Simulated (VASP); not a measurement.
# C (P6_3/mmc) in VASP: notebook, part 2 of 2

VASP 6.6.1.

**3. Relaxation of cell and atoms, PBE+D3(BJ)**

This run uses another cell than the first one, of 8.77 Å³/atom, 1.003 times its volume.

The input, INCAR:

```
SYSTEM = C
PREC     = Accurate       ! precision mode
ENCUT    = 520            ! plane-wave cutoff, eV
EDIFF    = 1E-7           ! SCF threshold, eV
ISMEAR   = 0              ! smearing method
SIGMA    = 0.02           ! smearing width, eV
LREAL    = .FALSE.        ! projectors in reciprocal space
LASPH    = .TRUE.         ! aspherical terms in the spheres
NELM     = 60             ! most SCF steps
ALGO     = Normal         ! electronic algorithm
ISIF     = 3              ! what is computed and relaxed
LWAVE    = .FALSE.        ! write WAVECAR
LCHARG   = .FALSE.        ! write CHGCAR
GGA      = PE             ! functional
IVDW     = 12             ! dispersion correction
IBRION   = 2              ! ionic algorithm
NSW      = 80             ! ionic steps
EDIFFG   = -0.002         ! ionic threshold
```

The input, KPOINTS:

```
regular mesh
0
G
  6 6 2
  0 0 0
```

The input, POSCAR:

```
C                                       
1.0
    2.4672642526     -0.0000000000      0.0000000000
   -1.2336321263      2.1367135189     -0.0000000000
    0.0000000000     -0.0000000000      6.6526122635
  C             
     4
Direct
     0.0000000000000000    0.0000000000000000    0.7500000000000000
     0.0000000000000000    0.0000000000000000    0.2500000000000000
     0.3333333300000021    0.6666666699999979    0.7500000000000000
     0.6666666699999979    0.3333333300000021    0.2500000000000000
```

Potentials or basis: VASP PAW PBE potentials, release 64 (C).

Command:

```console
$ cat potpaw_PBE.64/C/POTCAR > POTCAR
$ mpirun -np 1 vasp_std > vasp.out
```

OUTCAR:

```text
SYSTEM = C
   PREC = Accurate
   ENCUT = 520
   EDIFF = 1E-7
   ISMEAR = 0
   LREAL = .FALSE.
   LASPH = .TRUE.
   NELM = 60
   ISIF = 3
   GGA = PE
   IVDW = 12
   IBRION = 2
   NSW = 80
   EDIFFG = -0.002
 IVDW          = 12

 ion  position               nearest neighbor table
   1  0.000  0.000  0.750-   3 1.42   3 1.42   3 1.42
   2  0.000  0.000  0.250-   4 1.42   4 1.42   4 1.42
   3  0.333  0.667  0.750-   1 1.42   1 1.42   1 1.42
   4  0.667  0.333  0.250-   2 1.42   2 1.42   2 1.42

  LATTYP: Found a hexagonal cell.
 ALAT       =     2.4672642526
 C/A-ratio  =     2.6963517412

  Lattice vectors:

 A1 = (   2.4672642526,   0.0000000000,   0.0000000000)
 A2 = (  -1.2336321263,   2.1367135189,   0.0000000000)
 A3 = (   0.0000000000,   0.0000000000,   6.6526122635)

Analysis of symmetry for initial positions (statically):
=====================================================================
 Subroutine PRICEL returns:
 Original cell was already a primitive cell.

 Routine SETGRP: Setting up the symmetry group for a
 hexagonal supercell.

 Subroutine GETGRP returns: Found 24 space group operations
 (whereof 12 operations were pure point group operations)
 out of a pool of 24 trial point group operations.

The static configuration has the point symmetry D_3d.
 The point group associated with its full space group is D_6h.

Analysis of symmetry for dynamics (positions and initial velocities):
=====================================================================
 Subroutine PRICEL returns:
 Original cell was already a primitive cell.

 Routine SETGRP: Setting up the symmetry group for a
 hexagonal supercell.

 Subroutine GETGRP returns: Found 24 space group operations
 (whereof 12 operations were pure point group operations)
 out of a pool of 24 trial point group operations.

The dynamic configuration has the point symmetry D_3d.
 The point group associated with its full space group is D_6h.

 Subroutine INISYM returns: Found 24 space group operations
 (whereof 12 operations are pure point group operations),
 and found     1 'primitive' translations

----------------------------------------------------------------------------------------

                                     Primitive cell

  volume of cell :      35.0715

  direct lattice vectors                    reciprocal lattice vectors
     2.467264253  0.000000000  0.000000000     0.405307214  0.234004229  0.000000000
    -1.233632126  2.136713519  0.000000000     0.000000000  0.468008458  0.000000000
     0.000000000  0.000000000  6.652612264     0.000000000  0.000000000  0.150316892

  length of vectors
     2.467264253  2.467264251  6.652612264     0.468008458  0.468008458  0.150316892

  position of ions in fractional coordinates (direct lattice)
     0.000000000  0.000000000  0.750000000
     0.000000000  0.000000000  0.250000000
     0.333333330  0.666666670  0.750000000
     0.666666670  0.333333330  0.250000000

  ion indices of the primitive-cell ions
   primitive index   ion index
                 1           1
                 2           2
                 3           3
                 4           4

[... 44 lines left out ...]
   total plane-waves  NPLWV =  16200
   dimension x,y,z NGX =    18 NGY =   18 NGZ =   50
   dimension x,y,z NGXF=    36 NGYF=   36 NGZF=  100
   ions per type =               4
   NGX,Y,Z   is equivalent  to a cutoff of  12.13, 12.13, 12.49 a.u.
   NGXF,Y,Z  is equivalent  to a cutoff of  24.26, 24.26, 24.99 a.u.
 SYSTEM =  C
   PREC   = accura    normal or accurate (medium, high low for compatibility)
   ISTART =      0    job   : 0-new  1-cont  2-samecut
   ICHARG =      2    charge: 1-file 2-atom 10-const
   ISPIN  =      1    spin polarized calculation?
   LNONCOLLINEAR =      F non collinear calculations
   LSORBIT =      F    spin-orbit coupling
   LASPH  =      T    aspherical Exc in radial PAW
   ENCUT  =  520.0 eV  38.22 Ry    6.18 a.u.   4.59  4.59 12.37*2*pi/ulx,y,z
   NELM   =     60;   NELMIN=  2; NELMDL= -5     # of ELM steps
   EDIFF  = 0.1E-06   stopping-criterion for ELM
   LREAL  =      F    real-space projection
   EDIFFG = -.2E-02   stopping-criterion for IOM
   NSW    =     80    number of steps for IOM
   IBRION =      2    ionic relax: 0-MD 1-quasi-New 2-CG
   NFREE  =      1    steps in history (QN), initial steepest desc. (CG)
   ISIF   =      3    stress and relaxation
   ISYM   =      2    0-nonsym 1-usesym 2-fastsym
   POTIM  = 0.5000    time-step for ionic-motion
   TEBEG  =    0.0;   TEEND  =   0.0 temperature during run
   PSTRESS=    0.0 pullay stress
   NELECT =      16.0000    total number of electrons
   NUPDOWN=      -1.0000    fix difference up-down
   EMIN   =  10.00;   EMAX   =-10.00  energy-range for DOS
   EFERMI =   0.00;   METHOD = LEGACY
   ISMEAR =     0;   SIGMA  =   0.02  broadening in eV -4-tet -1-fermi 0-gaus
   EFERMI_NEDOS =   21; number of points for ismear=-14 and -15
   IALGO  =     38    algorithm
   IMIX   =      4    mixing-type and parameters
     AMIX     =   0.40;   BMIX     =  1.00
     AMIX_MAG =   1.60;   BMIX_MAG =  1.00
  volume/ion in A,a.u.               =       8.77        59.17
  Fermi-wavevector in a.u.,A,eV,Ry     =   1.260270  2.381564 21.609851  1.588279
  Thomas-Fermi vector in A             =   2.393788
   LORBIT       =      0    0 simple, 1 ext, 2 COOP (PROOUT), +10 PAW based schemes
   GGA     = PE    functional components
   LHFCALC =     F    Hartree Fock is set to
   AEXX    =    0.0000 exact exchange contribution
   IVDW    =    12    specifies the selected vdW correction
   LEPSILON=     F    determine dielectric tensor
   LRPA    =     F    only Hartree local field effects (RPA)
 conjugate gradient relaxation of ions
 non-spin polarized calculation
 Gauss-broadening in eV      SIGMA  =   0.02
  energy-cutoff  :      520.00
  volume of cell :       35.07
 maximum number of plane-waves:       967
   NGX =  9   NGY =  9   NGZ = 25

 number of electron      15.9999993 magnetization

 Free energy of the ion-electron system (eV)
  ---------------------------------------------------
  ext. energy  EPLUGINS =         0.00000000
  ---------------------------------------------------
  free energy    TOTEN  =       -36.75162883 eV

  energy without entropy =      -36.75046984  energy(sigma->0) =      -36.75104934

 E-fermi :   4.7286     XC(G=0): -10.3782

 val. band max:        4.7285964756   @ k =   0.3333   0.3333   0.5000
 cond. band min:       4.7471397358   @ k =   0.3333   0.3333   0.5000
 fundamental gap:      0.0185432602
 Fermi energy:         4.7286092554

 k-point     1 :       0.0000    0.0000    0.0000
  band No.  band energies     occupation
      1     -14.9033      2.00000
      2     -14.5821      2.00000
      3      -3.7962      2.00000
      4      -1.7402      2.00000
      5       1.7183      2.00000
      6       1.7183      2.00000
      7       1.7385      2.00000
      8       1.7385      2.00000
      9       9.1064      0.00000
     10      13.0391      0.00000
     11      13.0411      0.00000
     12      13.0951      0.00000
[... 181 lines left out ...]
 k-point    14 :       0.3333    0.3333    0.5000
  band No.  band energies     occupation
      1      -7.8302      2.00000
      2      -7.8302      2.00000
      3      -7.8242      2.00000
      4      -7.8242      2.00000
      5      -5.7793      2.00000
      6      -5.7793      2.00000
      7       4.7286      1.00072
      8       4.7286      1.00072
      9       4.7471      0.19009
     10       4.7471      0.19009
     11      14.8923      0.00000
     12      14.8923      0.00000

------------------------ aborting loop because EDIFF is reached ----------------------------------------

 Edisp (eV)   -0.63162

 E8    (eV) :    -0.1792

  FORCE on cell =-STRESS in cart. coord.  units (eV):
  Direction    XX          YY          ZZ          XY          YZ          ZX
  --------------------------------------------------------------------------------------
  -------------------------------------------------------------------------------------
  Total       0.00337     0.00337    -0.00100     0.00000     0.00000     0.00000
  in kB       0.15411     0.15411    -0.04584     0.00000     0.00000     0.00000
  external pressure =        0.09 kB  Pullay stress =        0.00 kB

 VOLUME and BASIS-vectors are now :
 -----------------------------------------------------------------------------
  energy-cutoff  :      520.00
  volume of cell :       35.07
      direct lattice vectors                 reciprocal lattice vectors
     2.467264253  0.000000000  0.000000000     0.405307214  0.234004229  0.000000000
    -1.233632126  2.136713519  0.000000000     0.000000000  0.468008458  0.000000000
     0.000000000  0.000000000  6.652612264     0.000000000  0.000000000  0.150316892

 POSITION                                       TOTAL-FORCE (eV/Angst)
 -----------------------------------------------------------------------------------
      0.00000      0.00000      4.98946         0.000000      0.000000     -0.000000
      0.00000      0.00000      1.66315        -0.000000      0.000000      0.000000
     -0.00000      1.42448      4.98946         0.000000      0.000000     -0.000000
      1.23363      0.71224      1.66315        -0.000000     -0.000000      0.000000
 -----------------------------------------------------------------------------------
    total drift:                               -0.000000      0.000000     -0.000000

  FREE ENERGIE OF THE ION-ELECTRON SYSTEM (eV)
  ---------------------------------------------------
  free  energy   TOTEN  =       -37.3832451442 eV

  energy  without entropy=      -37.3820861594  energy(sigma->0) =      -37.38266565

 reached required accuracy - stopping structural energy minimisation
```

Wall time 10 s (1 thread of Intel Xeon Platinum 8175M at 2.50GHz (Skylake/Cascade Lake), shared host); peak memory 0.14 GiB.

What came out:

```yaml
Free_energy: -37.3832 eV
Pressure_after_relaxing: 0.0 GPa
Band_gap_on_the_k_mesh: none (metal or under the smearing width)
Dispersion_energy_per_atom: -0.158 eV
```

Final structure:
```yaml
crystal:
  lattice:
    - [2.46726, 0.00000, 0.00000]
    - [-1.23363, 2.13671, 0.00000]
    - [0.00000, 0.00000, 6.65261]
  atoms:
    - { symbol: C, position: [0.00000, 0.00000, 0.75000] }
    - { symbol: C, position: [0.00000, 0.00000, 0.25000] }
    - { symbol: C, position: [0.33333, 0.66667, 0.75000] }
    - { symbol: C, position: [0.66667, 0.33333, 0.25000] }
```

Levels at points of the mesh, in eV from the Fermi level:
```csv
k point,band 6,band 7,band 8,band 9,band 10,band 11
"(0.00, 0.00, 0.00)",-3.01,-2.99,-2.99,4.38,8.31,8.31
"(0.50, 0.00, 0.00)",-6.34,-2.78,-2.06,1.52,2.21,7.18
"(0.00, 0.00, 0.50)",-3.00,-3.00,-3.00,7.09,7.09,8.34
"(0.50, 0.00, 0.50)",-6.37,-2.35,-2.35,1.66,1.66,7.38
```

Caveat: the k mesh is coarse (spacing up to 0.49 Å⁻¹), so the values aren't converged; the relaxation stopped at its first step, so nothing moved.
